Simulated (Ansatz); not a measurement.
# Ti in Ansatz: convergence with xc grid

Crystal: Ti.

```
Ti
1.0
    -1.64100    1.64100    1.64100
     1.64100   -1.64100    1.64100
     1.64100    1.64100   -1.64100
Ti
1
Direct
  0.00000 0.00000 0.00000
```

This isn't the form of Ti at room conditions, which is hcp.

```yaml
Program: Ansatz 0.2.0
Task: convergence study
Functional: PBE
Potentials_or_basis: all-electron LAPW, scalar-relativistic
Cutoff: 227 eV (chosen from the basis error)
Basis_error_allowed: 0.001 eV/atom
k_mesh: 11 × 11 × 11
Occupations: fermi-dirac, width 0.05 eV
Spin: no spin polarisation
```

These are the settings of the first run; the series varies xc grid, with any setting tied to it.

Hardware: 1 thread of Intel(R) Xeon(R) Processor @ 2.50GHz (Skylake/Cascade Lake) (shared host).

| xc grid | energy less the tightest run, at zero smearing (meV/atom) | SCF cycles | CPU time (s) | peak memory (GiB) |
| --- | --- | --- | --- | --- |
| 1 | 0.00 | 6 | 6.2 | 0.24 |
| 2 | 0.00 | 6 | 6.5 | 0.24 |
| 3 | 0.00 | 6 | 6.3 | 0.25 |
| 4 | 0.00 | 6 | 6.6 | 0.25 |

Against the tightest run, the energy stays within 1 meV/atom from 1 on. The tightest run that finished is the yardstick and may itself not be fully converged.
